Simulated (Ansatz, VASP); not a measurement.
Ca: VASP beside Ansatz

```
CELL_PARAMETERS angstrom
-1.92824 1.92824 1.92824
1.92824 -1.92824 1.92824
1.92824 1.92824 -1.92824
ATOMIC_POSITIONS crystal
Ca 0.00000 0.00000 0.00000
```

Change from the starting cell: volume scaled by 0.68, LAPW.

Alike in both runs: task single point; functional PBE; k mesh 12 × 12 × 12; occupations fermi-dirac, width 0.05 eV; no spin polarisation.

|  | VASP | Ansatz |
| --- | --- | --- |
| version | VASP 6.6.1 | Ansatz 0.2.0 |
| potentials or method | VASP PAW PBE potentials, release 64 (Ca_sv), cutoff 520 eV | all-electron LAPW, scalar-relativistic |

|  | VASP | Ansatz | Ansatz less VASP |
| --- | --- | --- | --- |
| pressure (GPa) | 11.6 | 11.6 | -0.03 |

Ansatz ran all-electron here, so the differences hold the error of VASP's frozen core and of both bases.
